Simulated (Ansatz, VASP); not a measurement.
**Two plane-wave programs on Pb**

The input INCAR:

```
PREC = Accurate
ENCUT = 520
EDIFF = 1E-6
ISMEAR = -1
SIGMA = 0.05
LREAL = False
LASPH = True
NELM = 100
ALGO = Normal
ISIF = 2
LWAVE = False
LCHARG = False
GGA = CA
NBANDS = 13
```

KPOINTS

```
Automatic mesh
0
Gamma
  14 14 14
```

The input POSCAR:

```
Pb
1.0
   -1.5329517481      1.5329517481      1.5329517481
    1.5329517481     -1.5329517481      1.5329517481
    1.5329517481      1.5329517481     -1.5329517481
Pb
1
Direct
    0.0000000000      0.0000000000      0.0000000000
```

Input for Ansatz:

```yaml
crystal:
  lattice:
    - [-1.5329517481, 1.5329517481, 1.5329517481]
    - [1.5329517481, -1.5329517481, 1.5329517481]
    - [1.5329517481, 1.5329517481, -1.5329517481]
  atoms:
    - { symbol: Pb, position: [0.0, 0.0, 0.0] }
kpoints:
  mp_grid: { grid: [14, 14, 14] }
scf:
  occupations: { method: fermi_dirac, width: 0.05 }
hamiltonian:
  xc: lda
  pseudopotentials: { kind: paw }
output:
  forces: true
  stress: true
  eigenvalues: true
  populations: true
```

Change from the starting cell: volume scaled by 0.5, PAW files.

Alike in both runs: task single point; functional LDA; k mesh 14 × 14 × 14; occupations fermi-dirac, width 0.05 eV; no spin polarisation.

|  | VASP | Ansatz |
| --- | --- | --- |
| version | VASP 6.6.1 | Ansatz 0.2.0 |
| potentials or method | VASP PAW LDA potentials, release 64 (Pb_d) | PAW with Ansatz's default frozen-core files, scalar-relativistic |
| plane-wave cutoff (eV) | 520 | 420 |
| valence electrons in the cell | 14 | 14 |

```tsv
	VASP	Ansatz	Ansatz less VASP
pressure (GPa)	204.9	203.2	-1.70
```

Caveats: the cell as given lies far from equilibrium; so large a pressure means that the cell lies far from this level's equilibrium, or that cutoff or potentials fall short (VASP). The runs have no spin-orbit coupling, so splittings on Pb are missing.
